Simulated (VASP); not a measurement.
# PbO2 (Fm-3m) in VASP: notebook

Runs on PbO2. Level: LDA. Tasks: single point.

Program: VASP 6.6.1. These are calculated values, not measurements. Logs are shortened: lines on timing, memory, paths and dates and some standing lists are left out, and cuts for length are marked.

## Step 1: Starting point

It takes space group Fm-3m (No. 225, cubic). The conventional cell has a = 5.404 Å, b = 5.404 Å, c = 5.404 Å, α = 90.00°, β = 90.00°, γ = 90.00°. Pb (site symmetry m-3m) is surrounded by 8 O at 2.34 Å. Around O (site symmetry -43m) lie 4 Pb at 2.34 Å.

The cell comes from a database or a generator and needn't be the stable form of this composition.

## Step 2: Single point, LDA

Input file INCAR:

```
ALGO = Normal
EDIFF = 1E-6
ENCUT = 520
GGA = CA
ISIF = 2
ISMEAR = 0
LASPH = True
LCHARG = False
LREAL = False
LWAVE = False
NBANDS = 20
NELM = 100
PREC = Accurate
SIGMA = 0.02
```

Input file KPOINTS:

```
k-points
0
Gamma
  9 9 9
```

Input file POSCAR:

```
PbO2
3.8212
    0.000000000000      0.707105621271      0.707105621271
    0.707105621271      0.000000000000      0.707105621271
    0.707105621271      0.707105621271      0.000000000000
Pb O
1 2
Direct
    0.0000000000      0.0000000000      0.0000000000
    0.7500000000      0.7500000000      0.7500000000
    0.2500000000      0.2500000000      0.2500000000
```

Potentials or basis: VASP PAW LDA potentials, release 64 (Pb_d, O).

Started as:

```sh
$ cat potpaw_LDA.64/Pb_d/POTCAR potpaw_LDA.64/O/POTCAR > POTCAR
$ mpirun -np 1 vasp_std > vasp.out
```

OUTCAR:

```text
EDIFF = 1E-6
   ENCUT = 520
   GGA = CA
   ISIF = 2
   ISMEAR = 0
   LASPH = True
   LREAL = False
   NELM = 100
   PREC = Accurate

 ion  position               nearest neighbor table
   1  0.000  0.000  0.000-   2 2.34   3 2.34   2 2.34   2 2.34   2 2.34   3 2.34   3 2.34   3 2.34

   2  0.750  0.750  0.750-   1 2.34   1 2.34   1 2.34   1 2.34
   3  0.250  0.250  0.250-   1 2.34   1 2.34   1 2.34   1 2.34

  LATTYP: Found a face centered cubic cell.
 ALAT       =     5.4039840000

  Lattice vectors:

 A1 = (   0.0000000000,   2.7019920000,   2.7019920000)
 A2 = (   2.7019920000,   0.0000000000,   2.7019920000)
 A3 = (   2.7019920000,   2.7019920000,   0.0000000000)

Analysis of symmetry for initial positions (statically):
=====================================================================
 Subroutine PRICEL returns:
 Original cell was already a primitive cell.

 Routine SETGRP: Setting up the symmetry group for a
 face centered cubic supercell.

 Subroutine GETGRP returns: Found 48 space group operations
 (whereof 48 operations were pure point group operations)
 out of a pool of 48 trial point group operations.

The static configuration has the point symmetry O_h .

Analysis of symmetry for dynamics (positions and initial velocities):
=====================================================================
 Subroutine PRICEL returns:
 Original cell was already a primitive cell.

 Routine SETGRP: Setting up the symmetry group for a
 face centered cubic supercell.

 Subroutine GETGRP returns: Found 48 space group operations
 (whereof 48 operations were pure point group operations)
 out of a pool of 48 trial point group operations.

The dynamic configuration has the point symmetry O_h .

 Subroutine INISYM returns: Found 48 space group operations
 (whereof 48 operations are pure point group operations),
 and found     1 'primitive' translations

----------------------------------------------------------------------------------------

                                     Primitive cell

  volume of cell :      39.4532

  direct lattice vectors                    reciprocal lattice vectors
     0.000000000  2.701992000  2.701992000    -0.185048660  0.185048660  0.185048660
     2.701992000  0.000000000  2.701992000     0.185048660 -0.185048660  0.185048660
[... 94 lines left out ...]
   LASPH  =      T    aspherical Exc in radial PAW
   ENCUT  =  520.0 eV  38.22 Ry    6.18 a.u.   7.10  7.10  7.10*2*pi/ulx,y,z
   NELM   =    100;   NELMIN=  2; NELMDL= -5     # of ELM steps
   EDIFF  = 0.1E-05   stopping-criterion for ELM
   LREAL  =      F    real-space projection
   EDIFFG = 0.1E-04   stopping-criterion for IOM
   NSW    =      0    number of steps for IOM
   IBRION =     -1    ionic relax: 0-MD 1-quasi-New 2-CG
   NFREE  =      0    steps in history (QN), initial steepest desc. (CG)
   ISIF   =      2    stress and relaxation
   ISYM   =      2    0-nonsym 1-usesym 2-fastsym
   POTIM  = 0.5000    time-step for ionic-motion
   TEBEG  =    0.0;   TEEND  =   0.0 temperature during run
   PSTRESS=    0.0 pullay stress
   NELECT =      26.0000    total number of electrons
   NUPDOWN=      -1.0000    fix difference up-down
   EMIN   =  10.00;   EMAX   =-10.00  energy-range for DOS
   EFERMI =   0.00;   METHOD = LEGACY
   ISMEAR =     0;   SIGMA  =   0.02  broadening in eV -4-tet -1-fermi 0-gaus
   EFERMI_NEDOS =   21; number of points for ismear=-14 and -15
   IALGO  =     38    algorithm
   IMIX   =      4    mixing-type and parameters
     AMIX     =   0.40;   BMIX     =  1.00
     AMIX_MAG =   1.60;   BMIX_MAG =  1.00
  volume/ion in A,a.u.               =      13.15        88.75
  Fermi-wavevector in a.u.,A,eV,Ry     =   1.424640  2.692180 27.614384  2.029600
  Thomas-Fermi vector in A             =   2.545110
   LORBIT       =      0    0 simple, 1 ext, 2 COOP (PROOUT), +10 PAW based schemes
   GGA     = CA    functional components
   LHFCALC =     F    Hartree Fock is set to
   AEXX    =    0.0000 exact exchange contribution
   IVDW    =     0    specifies the selected vdW correction
   LEPSILON=     F    determine dielectric tensor
   LRPA    =     F    only Hartree local field effects (RPA)
 non-spin polarized calculation
 Gauss-broadening in eV      SIGMA  =   0.02
  energy-cutoff  :      520.00
  volume of cell :       39.45
 maximum number of plane-waves:      1073
   NGX = 15   NGY = 15   NGZ = 15

 number of electron      25.9999989 magnetization

 Free energy of the ion-electron system (eV)
  ---------------------------------------------------
  ext. energy  EPLUGINS =         0.00000000
  ---------------------------------------------------
  free energy    TOTEN  =       -18.05839163 eV

  energy without entropy =      -18.05801436  energy(sigma->0) =      -18.05820299

 E-fermi :   5.2825     XC(G=0): -11.6752

 val. band max:        5.2479505822   @ k =  -0.3333   0.4444   0.1111
 cond. band min:       5.2867389505   @ k =  -0.3333   0.4444   0.2222
 fundamental gap:      0.0387883683
 Fermi energy:         5.2825386435

 k-point     1 :       0.0000    0.0000    0.0000
  band No.  band energies     occupation
      1     -12.9489      2.00000
      2     -10.2814      2.00000
      3     -10.2814      2.00000
      4     -10.2814      2.00000
      5     -10.0278      2.00000
      6     -10.0278      2.00000
[... 794 lines left out ...]
     19      21.0840      0.00000
     20      22.4337      0.00000

------------------------ aborting loop because EDIFF is reached ----------------------------------------

  FORCE on cell =-STRESS in cart. coord.  units (eV):
  Direction    XX          YY          ZZ          XY          YZ          ZX
  --------------------------------------------------------------------------------------
  -------------------------------------------------------------------------------------
  Total       -2.4160234     -2.4160234     -2.4160234     -0.0000000     -0.0000000      0.0000000
  in kB      -98.1136748    -98.1136748    -98.1136748     -0.0000000     -0.0000000      0.0000000
  external PRESSURE =     -98.1136748 kB  Pullay stress =       0.0000000 kB

 VOLUME and BASIS-vectors are now :
 -----------------------------------------------------------------------------
  energy-cutoff  :      520.00
  volume of cell :       39.45
      direct lattice vectors                 reciprocal lattice vectors
     0.000000000  2.701992000  2.701992000    -0.185048660  0.185048660  0.185048660
     2.701992000  0.000000000  2.701992000     0.185048660 -0.185048660  0.185048660
     2.701992000  2.701992000  0.000000000     0.185048660  0.185048660 -0.185048660

 POSITION                                       TOTAL-FORCE (eV/Angst)
 -----------------------------------------------------------------------------------
      0.00000      0.00000      0.00000        -0.000000      0.000000     -0.000000
      4.05299      4.05299      4.05299         0.000000     -0.000000      0.000000
      1.35100      1.35100      1.35100         0.000000      0.000000     -0.000000
 -----------------------------------------------------------------------------------
    total drift:                                0.000000      0.000000      0.000000

  FREE ENERGIE OF THE ION-ELECTRON SYSTEM (eV)
  ---------------------------------------------------
  free  energy   TOTEN  =       -18.0583916262 eV

  energy  without entropy=      -18.0580143625  energy(sigma->0) =      -18.05820299
```

OSZICAR:

```text
N       E                     dE             d eps       ncg     rms          rms(c)
DAV:   1     0.255447330304E+03    0.25545E+03   -0.13609E+04  1432   0.156E+03
DAV:   2     0.241534960850E+01   -0.25303E+03   -0.24053E+03  1496   0.418E+02
DAV:   3    -0.200213810019E+02   -0.22437E+02   -0.22018E+02  1676   0.129E+02
DAV:   4    -0.206608975202E+02   -0.63952E+00   -0.63857E+00  1572   0.220E+01
DAV:   5    -0.206788183984E+02   -0.17921E-01   -0.17920E-01  1860   0.392E+00    0.912E+00
DAV:   6    -0.181434514532E+02    0.25354E+01   -0.10704E+01  2112   0.405E+01    0.301E+00
DAV:   7    -0.180912702299E+02    0.52181E-01   -0.57011E-01  1588   0.814E+00    0.164E+00
DAV:   8    -0.180690933265E+02    0.22177E-01   -0.20880E-01  1568   0.406E+00    0.848E-01
DAV:   9    -0.180583450822E+02    0.10748E-01   -0.30912E-02  1892   0.192E+00    0.163E-01
DAV:  10    -0.180583901550E+02   -0.45073E-04   -0.35740E-03  1552   0.430E-01    0.372E-02
DAV:  11    -0.180584012799E+02   -0.11125E-04   -0.38967E-05  1784   0.557E-02    0.319E-02
DAV:  12    -0.180583916729E+02    0.96070E-05   -0.35645E-05  1788   0.493E-02    0.669E-03
DAV:  13    -0.180583916262E+02    0.46670E-07   -0.16663E-06  1488   0.963E-03
   1 F= -.18058392E+02 E0= -.18058203E+02  d E =-.377264E-03
```

Run time: 16 s. Hardware: 1 thread of AMD EPYC 9R45 (Zen 5), shared host; peak memory 0.12 GiB.

What came out:

| Item | Value |
| --- | --- |
| Free energy | -18.0584 eV |
| Pressure | -9.8 GPa |
| Band gap on the k mesh | none (metal or under the smearing width) |

Levels at points of the mesh, in eV from the Fermi level:
```tsv
k point	band 11	band 12	band 13	band 14	band 15	band 16
(0.00, 0.00, 0.00)	-1.93	-1.17	-1.17	-1.17	6.81	6.81
```

The run has no spin-orbit coupling, so splittings on Pb are missing.

## Step 3: Single point, LDA

Input file run.py:

```python
from ase.calculators.vasp import Vasp
from ase.dft.bandgap import bandgap
from ase.spacegroup import crystal

atoms = crystal(
    ['Pb', 'O'],
    basis=[[0.0, 0.0, 0.0], [0.25, 0.25, 0.75]],
    spacegroup=225,
    setting=1,
    cellpar=[5.403984, 5.403984, 5.403984, 90.0, 90.0, 90.0],
    primitive_cell=True,
)
calc = Vasp(
    directory='calc',
    xc='lda',
    pp='LDA',
    setups='materialsproject',
    prec='Accurate',
    encut=520,
    ediff=1e-07,
    ismear=0,
    sigma=0.02,
    lreal=False,
    lasph=True,
    nelm=80,
    algo='Normal',
    isif=2,
    lwave=False,
    lcharg=False,
    kpts=[9, 9, 9],
    gamma=True,
)
atoms.calc = calc

print('energy (eV):', atoms.get_potential_energy())
print('free energy (eV):', atoms.get_potential_energy(force_consistent=True))
print('forces (eV/A):')
print(atoms.get_forces())
print('stress (eV/A^3, Voigt):', atoms.get_stress())
print('Fermi level (eV):', calc.get_fermi_level())
gap, top, bottom = bandgap(calc)
print('band gap (eV):', gap, 'from (spin, k, band)', top, 'to', bottom)
```

Potentials or basis: VASP PAW LDA potentials, release 64 (Pb_d, O).

Started as:

```sh
$ python run.py
```

The program printed:

```text
energy (eV): -18.05820298
free energy (eV): -18.05839161
forces (eV/A):
[[ 0.  0.  0.]
 [-0. -0. -0.]
 [ 0.  0.  0.]]
stress (eV/A^3, Voigt): [ 0.06119138  0.06119138  0.06119138 -0.         -0.          0.        ]
Fermi level (eV): 5.28223923
band gap (eV): 0.0 from (spin, k, band) (None, None, None) to (None, None, None)
```

OUTCAR:

```text
ENCUT = 520.000000
   EDIFF = 1.00e-07
   PREC = Accurate
   ISIF = 2
   ISMEAR = 0
[... 934 lines left out ...]
      0.00000      0.00000      0.00000         0.000000      0.000000      0.000000
      4.05299      4.05299      4.05299        -0.000000     -0.000000     -0.000000
      1.35100      1.35100      1.35100         0.000000      0.000000      0.000000
 -----------------------------------------------------------------------------------
    total drift:                                0.000000      0.000000      0.000000

  FREE ENERGIE OF THE ION-ELECTRON SYSTEM (eV)
  ---------------------------------------------------
  free  energy   TOTEN  =       -18.0583916149 eV

  energy  without entropy=      -18.0580143503  energy(sigma->0) =      -18.05820298
```

INCAR:

```text
ENCUT = 520.000000
SIGMA = 0.020000
EDIFF = 1.00e-07
ALGO = Normal
PREC = Accurate
ISIF = 2
ISMEAR = 0
NELM = 80
LASPH = .TRUE.
LCHARG = .FALSE.
LWAVE = .FALSE.
LREAL = .FALSE.
```

Run time: 14 s. Hardware: 1 thread of AMD EPYC 9R45 (Zen 5), shared host; peak memory 0.12 GiB.

What came out:

```yaml
Free_energy: -18.0584 eV
Pressure: -9.8 GPa
Band_gap_on_the_k_mesh: none (metal or under the smearing width)
```

Spin-orbit coupling is left out, which matters for the levels of Pb.

## Step 4: For comparison

An earlier run on the cell as given: functional PBE; potentials or basis VASP PAW PBE potentials, release 64 (Pb_d, O); cutoff 520 eV; k mesh 9 × 9 × 9; occupations fermi-dirac, width 0.05 eV; no spin polarisation.

* Pressure: 0.6 GPa
* Band gap on the k mesh: none (metal or under the smearing width)
